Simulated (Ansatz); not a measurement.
Crystal: HfN.

```
CELL_PARAMETERS angstrom
0.00000 2.25600 2.25600
2.25600 0.00000 2.25600
2.25600 2.25600 0.00000
ATOMIC_POSITIONS crystal
Hf 0.00000 0.00000 0.00000
N 0.50000 0.50000 0.50000
```

Base run:

* Program: Ansatz 0.2.0
* Functional: revPBE
* Potentials or basis: Ansatz PAW
* Cutoff: 420 eV (not typed: the program's choice for these potentials)
* k mesh: 10 × 10 × 10
* Occupations: fermi-dirac, width 0.05 eV
* Spin: no spin polarisation

Its results: band gap on the k mesh none (metal or under the smearing width); pressure 10.0 GPa.

**Question.** After a change of settings the same cell gave: band gap on the k mesh none (metal or under the smearing width); pressure 2.6 GPa. Which change was it?
A. functional from revPBE to RPBE
B. functional from revPBE to PBEsol
C. functional from revPBE to r2SCAN; cutoff from 420 eV (not typed: the program's choice for these potentials) to 500 eV (not typed: the program's choice for these potentials)
D. functional from revPBE to BLYP

**Answer.** C.

Caveats: spin-orbit coupling is left out, which moves the levels of the heavy elements; the PAW data sets come from PBE, with cores solved anew for the run's functional, which leaves a small shift of forces and pressure.

Runs at the PBE level aren't shown here.
